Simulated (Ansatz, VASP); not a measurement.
**Two plane-wave programs on GaN**

Contents of INCAR:

```
SYSTEM = GaN
ALGO = Normal ; EDIFF = 1E-6
ENCUT = 520 ; GGA = CA
ISIF = 2 ; ISMEAR = 0
LASPH = .TRUE. ; LCHARG = .FALSE.
LREAL = .FALSE. ; LWAVE = .FALSE.
NBANDS = 16 ; NELM = 100
PREC = Accurate ; SIGMA = 0.01
```

Contents of KPOINTS:

```
k-points
0
G
  8 8 8
  0 0 0
```

The input POSCAR:

```
GaN
1.0
    0.0000000000      2.2332881489      2.2332881489
    2.2332881489      0.0000000000      2.2332881489
    2.2332881489      2.2332881489      0.0000000000
Ga N
1 1
Direct
    0.0000000000      0.0000000000      0.0000000000
    0.7500000000      0.7500000000      0.7500000000
```

Input for Ansatz:

```yaml
crystal:
  lattice:
    - [0.0, 2.233288148894646, 2.233288148894646]
    - [2.233288148894646, 0.0, 2.233288148894646]
    - [2.233288148894646, 2.233288148894646, 0.0]
  atoms:
    - { symbol: Ga, position: [0.0, 0.0, 0.0] }
    - { symbol: "N", position: [0.75, 0.75, 0.75] }
basis:
  ecutwfc: 510.0
kpoints:
  mp_grid:
    grid: [8, 8, 8]
hamiltonian:
  xc: lda
scf:
  occupations:
    method: fixed
output:
  stress: true
```

The cell is a database's computed one.

Alike in both runs: task single point; functional LDA; k mesh 8 × 8 × 8; no spin polarisation.

|  | VASP | Ansatz |
| --- | --- | --- |
| version | VASP 6.6.1 | Ansatz 0.2.0 |
| potentials or method | VASP PAW LDA potentials, release 64 (Ga_d, N) | plane waves, PAW |
| plane-wave cutoff (eV) | 520 | 510 |
| occupations | gaussian, width 0.01 eV | fixed |
| valence electrons in the cell | 18 | 18 |

|  | VASP | Ansatz | Ansatz less VASP |
| --- | --- | --- | --- |
| pressure (GPa) | -0.4 | -1.5 | -1.11 |
